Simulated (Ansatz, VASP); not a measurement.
N: VASP beside Ansatz

```
CELL_PARAMETERS angstrom
4.16723 0.00000 0.00000
-2.08362 3.60893 0.00000
0.00000 0.00000 7.00600
ATOMIC_POSITIONS crystal
N 0.39568 0.79136 0.39316
N 0.33333 0.66667 0.17107
N 0.66667 0.33333 0.82893
N 0.66667 0.33333 0.67107
```

Alike in both runs: task single point; functional PBEsol; k mesh 6 × 6 × 4; occupations gaussian, width 0.05 eV; no spin polarisation.

|  | VASP | Ansatz |
| --- | --- | --- |
| version | VASP 6.6.1 | Ansatz 0.2.0 |
| potentials or method | VASP PAW PBE potentials, release 64 (N) | scalar-relativistic, plane waves, PAW |
| plane-wave cutoff (eV) | 520 | 420 |
| valence electrons in the cell | 20 | 20 |

|  | VASP | Ansatz | Ansatz less VASP |
| --- | --- | --- | --- |
| gap on the k mesh at the Fermi level (eV) | 2.84 | 2.84 | -0.001 |
| least direct gap on the mesh (eV) | 2.93 | 2.93 | -0.001 |
| pressure (GPa) | -10.6 | -11.5 | -0.88 |
| largest component of the traceless stress (GPa) | 18.98 | 20.95 | +1.979 |
| rms of the force components (eV/Å) | 5.708 | 5.727 | +0.0190 |

Atom by atom the forces differ by 0.706 eV/Å (rms over components).

Caveats: the standard files for N, O and F lose accuracy on very short bonds; the PAW data sets were made with another functional, which shifts forces and pressure a little (VASP). A k mesh can miss the band edges.
